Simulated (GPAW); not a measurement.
Consider BP (F-43m).

```
P B
1.0
     0.00000    2.26900    2.26900
     2.26900    0.00000    2.26900
     2.26900    2.26900    0.00000
P B
1 1
Direct
  0.75000 0.75000 0.75000
  0.00000 0.00000 0.00000
```

Absorber: atom 2, with 4 P at 1.97 Å (tetrahedral, site symmetry -43m). Method: GPAW, LDA, full core hole (charged cell), 12-atom cell with 5.6 Å between holes, 5×5×5 k points, dipole transitions, Gaussian full width 0.9 eV up to 4 eV, rising linearly to 3.5 eV at 25 eV.

Question: Predict the near-edge structure at the B K edge.

Main maxima up to 24 eV above the zero (height): 2.4 eV (1.84), 6.6 eV (1.40), 10.8 eV (1.02) and 15.9 eV (0.90). A K edge sees empty p states on the absorber. The total-energy difference plus the lowest empty eigenvalue puts the zero at 191.65 eV. One term is added: -5.56 eV, since the hole is spin-paired here and a spin-polarised one costs that much less in the free atom (computed apart). The photon energy is then 186.09 eV. The functional and the charged cell's background leave an error in such absolute values: in the free atom LDA prices this hole 2.2 eV below PBE (computed apart), and PBE is itself good to a few eV.

The B K spectrum (energy from the lowest empty level; intensity scaled to a mean of 1 over the first 20 eV):

```tsv
E (eV)	intensity
-2.00	0.00
-1.25	0.00
-0.50	0.01
0.25	0.23
1.00	0.97
1.75	1.61
2.50	1.83
3.25	1.47
4.00	1.47
4.75	1.30
5.50	1.25
6.25	1.37
7.00	1.36
7.75	1.26
8.50	1.14
9.25	1.00
10.00	0.98
10.75	1.02
11.50	0.97
12.25	0.82
13.00	0.65
13.75	0.59
14.50	0.66
15.25	0.83
16.00	0.90
16.75	0.79
17.50	0.63
18.25	0.54
19.00	0.52
19.75	0.52
20.50	0.52
21.25	0.51
22.00	0.48
22.75	0.45
23.50	0.42
24.25	0.43
25.00	0.46
25.75	0.51
26.50	0.56
```

The holes are only 5.6 Å apart, so the shape is probably not converged with cell size; no larger cell was run here. The mesh is coarse (0.27 Å⁻¹ between points), so small maxima may be mesh ripples. The structure is a published determination, not relaxed.

[Banner, clock and machine lines of the logs are left out without a mark of their own.]

[Logs are printed without paths, hosts, clocks, repeated set-up lines and the standing remarks that a program may print on its own settings, such as how far it seeks lower states.]

[Hosts, paths, dates, database ids (printed as entryN), source tags and the programs' standing remarks are cut or masked in the printed files.]

[Lists of maxima count a maximum above −3 eV only where it reaches 4 % of the highest in the window and stands out from its surroundings by 2 % of it (1.5 % where it reaches 55 %); shoulders and weaker maxima are passed over, and of the rest the first, up to two pre-edge ones and the few strongest are named.]
